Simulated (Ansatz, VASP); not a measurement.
W: VASP beside Ansatz

```
W
1.0
    -1.57772    1.57772    1.57772
     1.57772   -1.57772    1.57772
     1.57772    1.57772   -1.57772
W
1
Direct
  0.00000 0.00000 0.00000
```

Alike in both runs: functional PBEsol; k mesh 8 × 8 × 8; occupations gaussian, width 0.1 eV; no spin polarisation.

Ansatz relaxed the structure, and its values are those at the end. VASP's run is a single point on that final structure, the one shown.

```csv
,VASP,Ansatz
version,VASP 6.6.1,Ansatz 0.2.0
potentials or method,"VASP PAW PBE potentials, release 64 (W_sv)","scalar-relativistic, plane waves, PAW"
plane-wave cutoff (eV),520,420
valence electrons in the cell,14,14
```

|  | VASP | Ansatz | Ansatz less VASP |
| --- | --- | --- | --- |
| gap on the k mesh at the Fermi level (eV) | none | none | - |
| pressure (GPa) | 0.7 | 0.2 | -0.57 |

A gap of «none» marks a metal or a gap that the smearing closes. Ansatz warned: «pseudo_functional_mismatch».

Caveats: the PAW data sets were made with another functional, which shifts forces and pressure a little (VASP). Spin-orbit coupling is left out, which matters for the levels of W.
